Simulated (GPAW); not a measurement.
# Equation of state of SrVO3 under PBE

```xyz
5
Lattice="3.8409 0.0000 0.0000 0.0000 3.8409 0.0000 0.0000 0.0000 3.8409" Properties=species:S:1:pos:R:3 pbc="T T T"
Sr    1.9204    1.9204    1.9204
V     0.0000    0.0000    0.0000
O     0.0000    0.0000    1.9204
O     0.0000    1.9204    0.0000
O     1.9204    0.0000    0.0000
```

The cell was scaled at fixed shape and fractions and run with GPAW, PAW data sets generated for this functional, cutoff 800 eV; PBE, k mesh 5 × 5 × 5 on the cell of 5 atoms, fermi-dirac occupations of 0.05 eV, collinear spin, ferromagnetic start, no spin-orbit coupling. Energies are those that the program minimises, any entropy of the smearing included. For a metal such a mesh isn't converged to the digits shown. The magnetic state is the one that the start led to, which needn't be the lowest.

| V (Å³/atom) | energy over the lowest row (meV/atom) |
| --- | --- |
| 10.6526 | 56.25 |
| 10.8793 | 32.40 |
| 11.1059 | 15.48 |
| 11.3326 | 4.96 |
| 11.5592 | 0.00 |
| 11.7859 | ? |
| 12.0125 | 4.86 |

Q: Fit the third-order Birch-Murnaghan form, give V0, B0 and B′, and predict the energy left open.

A: With y = (V0/V)^(2/3), E = E0 + (9 V0 B0/16) [(y - 1)³ B′ + (y - 1)² (6 - 4y)]. Least squares through the rows shown give V0 = 11.6647 Å³/atom, E0 = -0.52 meV, B0 = 175.5 GPa (1 eV/Å³ = 160.218 GPa) and B′ = 4.48, with a largest miss of 0.04 meV. At V = 11.7859 the form with these constants gives 0.16 meV; the run gave 0.13 meV an atom.
